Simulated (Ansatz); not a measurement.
Kick test of a cell of TiC

The cell was relaxed from a distorted copy of a database structure.

All numbers below come from Ansatz 0.2.0, DFT PBE, scalar-relativistic, plane waves, PAW. Plane waves to 420 eV, a k mesh through Γ of 22×22×22 on the computed 2-atom cell and Gaussian smearing (0.10 eV); no spin polarisation.

The cell below (2 atoms, space group Fm-3m (No. 225)) is relaxed within its symmetry.

```
Ti C
1.0
     0.00000    2.16637    2.16637
     2.16637    0.00000    2.16637
     2.16637    2.16637    0.00000
Ti C
1 1
Direct
  0.50000 0.50000 0.50000
  0.00000 0.00000 0.00000
```

For the test a repeat of it with 4 atoms (edges 3.06, 3.06, 5.31 Å) was strained at random (σ = 1.5 % a component), the atoms were moved at random (σ = 0.10 Å), and all was relaxed again on a coarse 12×12×12 mesh (in the run’s order of axes) with 0.20 eV smearing, with no symmetry imposed.

Problem. Does it come back?

Solution. It returns, within 1 meV/atom of the unmoved cell on that mesh and with the same symmetry when read at 0.1 Å. So it is stable against the distortions that fit this cell and that this random move excites. Modes that don't fit the cell aren't tested.
